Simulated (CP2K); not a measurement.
Runs of CP2K 2026.2 on Hg. It takes space group I4/mmm (No. 139, tetragonal). The conventional cell has a = 3.753 Å, b = 3.753 Å, c = 3.834 Å, α = 90.00°, β = 90.00°, γ = 90.00°. Hg (site symmetry 4/mmm) has 12 Hg at 3.27 to 3.75 Å as nearest neighbours. 

```csv
level,cutoff of the non-local correlation (Ry),gap on the mesh (eV),pressure (GPa)
HLE17,-,none,(a)
OLYP,-,none,4.5
PBEsol,-,none,-2.4
PBE,-,none,(b)
optB88-vdW,300,none,1.7
```

Alike in all rows: task single point; potentials or basis POTENTIAL_UZH Hg GTH-PBE-q12; TZVP-MOLOPT-PBE-GTH basis; no spin polarisation; cell as given; k mesh 10 × 10 × 10; smearing fermi-dirac 0.05 eV.

Fill in the values left out.

(a) 1.4; (b) 1.5.

Caveats: the basis of atomic orbitals isn't converged, which shifts pressures, moduli and gaps; the potentials were made for another functional, which shifts forces and pressure (some runs); the potentials were made for a functional far from this one (some runs).

A k mesh can miss the band edges, and the runs leave out spin-orbit coupling on Hg.

A gap of «none» marks a metal or a gap under the smearing width.
